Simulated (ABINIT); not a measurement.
# ZnAu (Pm-3m) in ABINIT: reference runs

Aim: a first look at ZnAu with PBE, on the cell as given and on a disturbed one.

Everything below comes from runs of ABINIT 10.8.3 (patched build). Logs are shortened: lines on timing, memory, paths and dates and some standing lists are left out, and cuts for length are marked. The log counts tension as positive stress, the text compression.

**1. Starting point**

The structure is cubic, space group Pm-3m (No. 221). Conventional cell: a = 3.147 Å, b = 3.147 Å, c = 3.147 Å, α = 90.00°, β = 90.00°, γ = 90.00°. Around Au (site symmetry m-3m) lie 8 Zn at 2.73 Å. Around Zn (site symmetry m-3m) lie 8 Au at 2.73 Å.

**2. Single point, PBE**

run.abi reads:

```
# Pseudopotentials
pp_dirpath "./"
pseudos "Au.GGA_PBE-JTH.xml, Zn.GGA_PBE-JTH.xml"

# Structure
acell 3*1.0 Angstrom
rprim
     3.1470000000     0.0000000000     0.0000000000
     0.0000000000     3.1470000000     0.0000000000
     0.0000000000     0.0000000000     3.1470000000
ntypat 2
znucl 79 30
natom 2
typat 1 2
xred
     0.0000000000     0.0000000000     0.0000000000
     0.5000000000     0.5000000000     0.5000000000

# Plane-wave basis
ecut 22.0
pawecutdg 44.0

# k points
kptopt 1
ngkpt 8 8 8
nshiftk 1
shiftk 0.0 0.0 0.0

# Exchange and correlation
ixc 11

# Bands and occupations
nband 16
occopt 3
tsmear 0.05 eV

# SCF cycle
nstep 100
tolvrs 1.0e-9

# Output
iomode 3
prtwf 0
prtden 0
prteig 0
prtebands 0
enunit 2
```

Potentials or basis: JTH PAW PBE v2.0.

Started as:

```sh
$ abinit run.abi > log 2>&1
```

run.abo:

```text
.Version 10.8.3 of ABINIT
 Symmetries : space group Pm -3 m (#221); Bravais cP (primitive cubic)
================================================================================
 Values of the parameters that define the memory need of the present run
     intxc =       0    ionmov =       0      iscf =      17    lmnmax =      18
     lnmax =       6     mgfft =      27  mpssoang =       3    mqgrid =    3001
     natom =       2  nloc_mem =       2    nspden =       1   nspinor =       1
    nsppol =       1      nsym =      48    n1xccc =       1    ntypat =       2
    occopt =       3   xclevel =       2
       mpw =        1060          nfft =       19683          nkpt =          35
 PAW method is used; the additional fine FFT grid is defined by:
   mgfftf=        36    nfftf =     46656
================================================================================
================================================================================

--------------------------------------------------------------------------------
------------- Echo of variables that govern the present computation ------------
--------------------------------------------------------------------------------
 -outvars: echo values of preprocessed input variables --------
            acell      1.8897261259E+00  1.8897261259E+00  1.8897261259E+00 Bohr
              amu      1.96966540E+02  6.53900000E+01
             ecut      2.20000000E+01 Hartree
           enunit           2
              ixc          11
         kptrlatt        8    0    0      0    8    0      0    0    8
          kptrlen      4.75757449E+01
            natom           2
            nband          16
            ngfft          27      27      27
          ngfftdg          36      36      36
             nkpt          35
            nstep         100
             nsym          48
           ntypat           2
           occopt           3
        pawecutdg      4.40000000E+01 Hartree
         pawxcdev           0
           prtden           0
        prtebands           0
           prteig           0
            prtwf           0
            rprim      3.1470000000E+00  0.0000000000E+00  0.0000000000E+00
                       0.0000000000E+00  3.1470000000E+00  0.0000000000E+00
                       0.0000000000E+00  0.0000000000E+00  3.1470000000E+00
          spgroup         221
           tolvrs      1.00000000E-09
           tsmear      1.83746611E-03 Hartree
            typat      1  2
           useylm           1
           xangst      0.0000000000E+00  0.0000000000E+00  0.0000000000E+00
                       1.5735000000E+00  1.5735000000E+00  1.5735000000E+00
            xcart      0.0000000000E+00  0.0000000000E+00  0.0000000000E+00
                       2.9734840591E+00  2.9734840591E+00  2.9734840591E+00
             xred      0.0000000000E+00  0.0000000000E+00  0.0000000000E+00
                       5.0000000000E-01  5.0000000000E-01  5.0000000000E-01
            znucl       79.00000   30.00000

================================================================================

 chkinp: Checking input parameters for consistency.

================================================================================
== DATASET  1 ==================================================================

--- !DatasetInfo
iteration_state: {dtset: 1, }
dimensions: {natom: 2, nkpt: 35, mband: 16, nsppol: 1, nspinor: 1, nspden: 1, mpw: 1060, }
cutoff_energies: {ecut:  22.0, pawecutdg:  44.0, }
electrons: {nelect:   2.30000000E+01, charge:   0.00000000E+00, occopt:   3.00000000E+00, tsmear:   1.83746611E-03, }
meta: {optdriver: 0, ionmov: 0, optcell: 0, iscf: 17, paral_kgb: 0, }
...

 Exchange-correlation functional for the present dataset will be:
  GGA: Perdew-Burke-Ernzerhof functional - ixc=11
  J.P.Perdew, K.Burke, M.Ernzerhof, PRL 77, 3865 (1996)

 Real(R)+Recip(G) space primitive vectors, cartesian coordinates (Bohr,Bohr^-1):
 R(1)=  5.9469681  0.0000000  0.0000000  G(1)=  0.1681529  0.0000000  0.0000000
 R(2)=  0.0000000  5.9469681  0.0000000  G(2)=  0.0000000  0.1681529  0.0000000
 R(3)=  0.0000000  0.0000000  5.9469681  G(3)=  0.0000000  0.0000000  0.1681529
 Unit cell volume ucvol=  2.1032303E+02 bohr^3
 Angles (23,13,12)=  9.00000000E+01  9.00000000E+01  9.00000000E+01 degrees

 Coarse grid specifications (used for wave-functions):

 getcut: wavevector=  0.0000  0.0000  0.0000  ngfft=  27  27  27
         ecut(hartree)=     22.000   => boxcut(ratio)=   2.07062

 Fine grid specifications (used for densities):

 getcut: wavevector=  0.0000  0.0000  0.0000  ngfft=  36  36  36
         ecut(hartree)=     44.000   => boxcut(ratio)=   2.02729

--- Pseudopotential description ------------------------------------------------
- pspini: atom type   1  psp file is ./Au.GGA_PBE-JTH.xml
 Pseudopotential format is: paw10
[... 64 lines left out ...]
- [  0.0000000,   5.9469681,   0.0000000, ]
- [  0.0000000,   0.0000000,   5.9469681, ]
lattice_lengths: [   5.94697,    5.94697,    5.94697, ]
lattice_angles: [ 90.000,  90.000,  90.000, ] # degrees, (23, 13, 12)
lattice_volume:   2.1032303E+02
convergence: {deltae: -2.573E-10, res2:  3.165E-10, residm:  4.728E-04, diffor: null, }
etotal    :  -9.84831353E+01
entropy   :   0.00000000E+00
fermie    :   3.54440685E-01
cartesian_stress_tensor: # hartree/bohr^3
- [ -1.65654166E-04,   0.00000000E+00,   0.00000000E+00, ]
- [  0.00000000E+00,  -1.65654166E-04,   0.00000000E+00, ]
- [  0.00000000E+00,   0.00000000E+00,  -1.65654166E-04, ]
pressure_GPa:   4.8737E+00
xred      :
- [  0.0000E+00,   0.0000E+00,   0.0000E+00, Au]
- [  5.0000E-01,   5.0000E-01,   5.0000E-01, Zn]
cartesian_forces: # hartree/bohr
- [ -0.00000000E+00,  -0.00000000E+00,  -0.00000000E+00, ]
- [ -0.00000000E+00,  -0.00000000E+00,  -0.00000000E+00, ]
force_length_stats: {min:   0.00000000E+00, max:   0.00000000E+00, mean:   0.00000000E+00, }
...

 Integrated electronic density in atomic spheres:
 ------------------------------------------------
 Atom  Sphere_radius  Integrated_density
    1        2.50870          9.55677719
    2        2.30770         10.74958530

================================================================================

 ----iterations are completed or convergence reached----

 Mean square residual over all n,k,spin=   12.035E-07; max=  47.275E-05
 reduced coordinates (array xred) for    2 atoms
       0.000000000000      0.000000000000      0.000000000000
       0.500000000000      0.500000000000      0.500000000000
 rms dE/dt=  0.0000E+00; max dE/dt=  0.0000E+00; dE/dt below (all hartree)
    1       0.000000000000      0.000000000000      0.000000000000
    2       0.000000000000      0.000000000000      0.000000000000

 cartesian coordinates (angstrom) at end:
    1      0.00000000000000     0.00000000000000     0.00000000000000
    2      1.57350000000000     1.57350000000000     1.57350000000000

 cartesian forces (hartree/bohr) at end:
    1     -0.00000000000000    -0.00000000000000    -0.00000000000000
    2     -0.00000000000000    -0.00000000000000    -0.00000000000000
 frms,max,avg= 0.0000000E+00 0.0000000E+00   0.000E+00  0.000E+00  0.000E+00 h/b

 cartesian forces (eV/Angstrom) at end:
    1     -0.00000000000000    -0.00000000000000    -0.00000000000000
    2     -0.00000000000000    -0.00000000000000    -0.00000000000000
 frms,max,avg= 0.0000000E+00 0.0000000E+00   0.000E+00  0.000E+00  0.000E+00 e/A
 length scales=  1.889726125908  1.889726125908  1.889726125908 bohr
              =  1.000000000000  1.000000000000  1.000000000000 angstroms
 Fermi (or HOMO) energy (hartree) =   0.35444   Average Vxc (hartree)=  -0.41875
 Eigenvalues (hartree) for nkpt=  35  k points:
 kpt#   1, nband= 16, wtk=  0.00195, kpt=  0.0000  0.0000  0.0000 (reduced coord)
  -0.03194    0.06016    0.06016    0.08570    0.08570    0.08570    0.15901    0.15901
   0.22097    0.22097    0.22097    0.54341    0.54341    0.54341    0.68332    0.80258
      occupation numbers for kpt#   1
   2.00000    2.00000    2.00000    2.00000    2.00000    2.00000    2.00000    2.00000
   2.00000    2.00000    2.00000    0.00000    0.00000    0.00000    0.00000    0.00000
 prteigrs : prtvol=0 or 1, do not print more k-points.

 Fermi (or HOMO) energy (eV) =   9.64482   Average Vxc (eV)= -11.39481
 Eigenvalues (   eV  ) for nkpt=  35  k points:
 kpt#   1, nband= 16, wtk=  0.00195, kpt=  0.0000  0.0000  0.0000 (reduced coord)
  -0.86913    1.63711    1.63711    2.33210    2.33210    2.33210    4.32683    4.32683
   6.01278    6.01278    6.01278   14.78699   14.78699   14.78699   18.59400   21.83927
 prteigrs : prtvol=0 or 1, do not print more k-points.

--- !EnergyTerms
iteration_state     : {dtset: 1, }
comment             : Components of total free energy in Hartree
kinetic             :  1.55801962932901E+01
hartree             :  1.74756321676363E+01
xc                  : -4.77408143356886E+00
Ewald energy        : -8.10156460395028E+01
psp_core            :  4.75115728241656E+00
local_psp           : -6.92123620864683E+01
PAW spherical_terms :  1.87120288912515E+01
internal            : -9.84830749249455E+01
'-kT*entropy'       : -7.54754012145844E-05
total_energy        : -9.84831504003467E+01
total_energy_eV     : -2.67986304426487E+03
...

--- !EnergyTermsDC
iteration_state     : {dtset: 1, }
comment             : '"Double-counting" decomposition of free energy'
band_energy         :  3.19734635659987E+00
Ewald energy        : -8.10156460395028E+01
psp_core            :  4.75115728241656E+00
xc_dc               : -1.65228010515135E+01
PAW spherical_terms : -8.89311641769062E+00
internal            : -9.84830598696905E+01
'-kT*entropy'       : -7.54754012145844E-05
total_energy_dc     : -9.84831353450918E+01
total_energy_dc_eV  : -2.67986263459052E+03
...

--- !EnergyTermsWithPAWCore
iteration_state     : {dtset: 1, }
comment             : 'Components of total free energy, including PAW core contributions'
Total energy        : -2.08080642013323E+04
Total energy DC     : -2.08080641862770E+04
Total energy (eV)   : -5.66216272013623E+05
Total energy DC (eV): -5.66216271603948E+05
...

 Cartesian components of stress tensor (hartree/bohr^3)
  sigma(1 1)= -1.65654166E-04  sigma(3 2)=  0.00000000E+00
  sigma(2 2)= -1.65654166E-04  sigma(3 1)=  0.00000000E+00
  sigma(3 3)= -1.65654166E-04  sigma(2 1)=  0.00000000E+00

-Cartesian components of stress tensor (GPa)         [Pressure=  4.8737E+00 GPa]
- sigma(1 1)= -4.87371383E+00  sigma(3 2)=  0.00000000E+00
- sigma(2 2)= -4.87371383E+00  sigma(3 1)=  0.00000000E+00
- sigma(3 3)= -4.87371383E+00  sigma(2 1)=  0.00000000E+00

== END DATASET(S) ==============================================================
================================================================================

 -outvars: echo values of variables after computation  --------
            acell      1.8897261259E+00  1.8897261259E+00  1.8897261259E+00 Bohr
           etotal     -9.8483135345E+01
            fcart     -0.0000000000E+00 -0.0000000000E+00 -0.0000000000E+00
                      -0.0000000000E+00 -0.0000000000E+00 -0.0000000000E+00
            rprim      3.1470000000E+00  0.0000000000E+00  0.0000000000E+00
                       0.0000000000E+00  3.1470000000E+00  0.0000000000E+00
                       0.0000000000E+00  0.0000000000E+00  3.1470000000E+00
           strten     -1.6565416600E-04 -1.6565416600E-04 -1.6565416600E-04
                       0.0000000000E+00  0.0000000000E+00  0.0000000000E+00
           xangst      0.0000000000E+00  0.0000000000E+00  0.0000000000E+00
                       1.5735000000E+00  1.5735000000E+00  1.5735000000E+00
             xred      0.0000000000E+00  0.0000000000E+00  0.0000000000E+00
                       5.0000000000E-01  5.0000000000E-01  5.0000000000E-01
 Calculation completed.
```

It took 39 s on 1 thread of Arm Neoverse V1, shared host; peak memory 0.11 GiB.

What came out:

- Free energy: -2679.8626 eV
- Pressure: 4.9 GPa
- Band gap on the k mesh: none (metal or under the smearing width)
- Valence electrons inside the program's atomic spheres: Au 9.56; Zn 10.75

Spin-orbit coupling is left out, which matters for the levels of Au.

**3. Single point, PBE (atoms moved at random, drawn with an rms of 0.05 Å)**

run.abi reads:

```
# Pseudopotentials
pp_dirpath "./"
pseudos "Au.GGA_PBE-JTH.xml, Zn.GGA_PBE-JTH.xml"

# Structure
acell 3.147 3.147 3.147 Angstrom
rprim
     1.0000000000     0.0000000000     0.0000000000
     0.0000000000     1.0000000000     0.0000000000
     0.0000000000     0.0000000000     1.0000000000
ntypat 2
znucl 79 30
natom 2
typat 1 2
xred
     0.0044500000    -0.0030310000    -0.0105960000
     0.4851550000     0.5154480000     0.5024370000
chkprim 0
chksymtnons 0
tolsym 1.0e-6

# Plane-wave basis
ecut 22.0
pawecutdg 44.0

# k points
kptopt 1
ngkpt 8 8 8
nshiftk 1
shiftk 0.0 0.0 0.0

# Exchange and correlation
ixc 11

# Bands and occupations
nband 16
occopt 3
tsmear 0.00183747

# SCF cycle
nstep 100
tolvrs 1.0e-9

# Output
iomode 3
prtwf 0
prteig 0
prtebands 0
enunit 1
prtden 1
prtvha 1
prtvclmb 1
prtpot 1
```

Potentials or basis: JTH PAW PBE v2.0.

Started as:

```sh
$ abinit run.abi > log 2>&1
```

run.abo:

```text
.Version 10.8.3 of ABINIT
 Symmetries : space group P1 (#  1); Bravais aP (primitive triclinic)
================================================================================
 Values of the parameters that define the memory need of the present run
     intxc =       0    ionmov =       0      iscf =      17    lmnmax =      18
     lnmax =       6     mgfft =      27  mpssoang =       3    mqgrid =    3001
     natom =       2  nloc_mem =       2    nspden =       1   nspinor =       1
    nsppol =       1      nsym =       1    n1xccc =       1    ntypat =       2
    occopt =       3   xclevel =       2
       mpw =        1060          nfft =       19683          nkpt =         260
 PAW method is used; the additional fine FFT grid is defined by:
   mgfftf=        36    nfftf =     46656
================================================================================
================================================================================

--------------------------------------------------------------------------------
------------- Echo of variables that govern the present computation ------------
--------------------------------------------------------------------------------
 -outvars: echo values of preprocessed input variables --------
            acell      5.9469681182E+00  5.9469681182E+00  5.9469681182E+00 Bohr
              amu      1.96966540E+02  6.53900000E+01
          chkprim           0
      chksymtnons           0
             ecut      2.20000000E+01 Hartree
           enunit           1
                       outvar_i_n : Printing only first  50 k-points.
              ixc          11
                       outvar_i_n : Printing only first  50 k-points.
[... 229 lines left out ...]
psp_core            :  4.75115728241656E+00
xc_dc               : -1.65597050425270E+01
PAW spherical_terms : -8.89357708448091E+00
internal            : -9.84824331346361E+01
'-kT*entropy'       : -7.56176009653608E-05
total_energy_dc     : -9.84825087522371E+01
total_energy_dc_eV  : -2.67984558413033E+03
...

--- !EnergyTermsWithPAWCore
iteration_state     : {dtset: 1, }
comment             : 'Components of total free energy, including PAW core contributions'
Total energy        : -2.08080635466464E+04
Total energy DC     : -2.08080635596842E+04
Total energy (eV)   : -5.66216254198714E+05
Total energy DC (eV): -5.66216254553488E+05
...

 Cartesian components of stress tensor (hartree/bohr^3)
  sigma(1 1)= -1.78968889E-04  sigma(3 2)= -8.25982796E-06
  sigma(2 2)= -1.79558129E-04  sigma(3 1)=  8.61550488E-06
  sigma(3 3)= -1.81164654E-04  sigma(2 1)=  1.21200665E-05

-Cartesian components of stress tensor (GPa)         [Pressure=  5.2928E+00 GPa]
- sigma(1 1)= -5.26544649E+00  sigma(3 2)= -2.43012529E-01
- sigma(2 2)= -5.28278254E+00  sigma(3 1)=  2.53476905E-01
- sigma(3 3)= -5.33004813E+00  sigma(2 1)=  3.56584666E-01

== END DATASET(S) ==============================================================
================================================================================

 -outvars: echo values of variables after computation  --------
            acell      5.9469681182E+00  5.9469681182E+00  5.9469681182E+00 Bohr
           etotal     -9.8482508752E+01
            fcart     -4.7065570841E-03  4.5163915448E-03  3.1194891621E-03
                       4.7065570841E-03 -4.5163915448E-03 -3.1194891621E-03
           strten     -1.7896888872E-04 -1.7955812904E-04 -1.8116465376E-04
                      -8.2598279593E-06  8.6155048833E-06  1.2120066454E-05
           xangst      1.4004150000E-02 -9.5385570000E-03 -3.3345612000E-02
                       1.5267827850E+00  1.6221148560E+00  1.5811692390E+00
             xred      4.4500000000E-03 -3.0310000000E-03 -1.0596000000E-02
                       4.8515500000E-01  5.1544800000E-01  5.0243700000E-01
 Calculation completed.
```

It took 5.3 min on 1 thread of Arm Neoverse V1, shared host; peak memory 0.24 GiB.

Results:

```
Free energy                                           : -2679.8456 eV
Pressure                                              : 5.3 GPa
Largest force                                         : 0.372 eV/Å
Band gap on the k mesh                                : none (metal or under the smearing width)
Valence electrons inside the program's atomic spheres : Au 9.54; Zn 10.75
```

Forces in eV/Å, atoms in the order of the input:
```
Au  -0.242  0.232  0.160
Zn   0.242 -0.232 -0.160
```

The run has no spin-orbit coupling, so splittings on Au are missing.
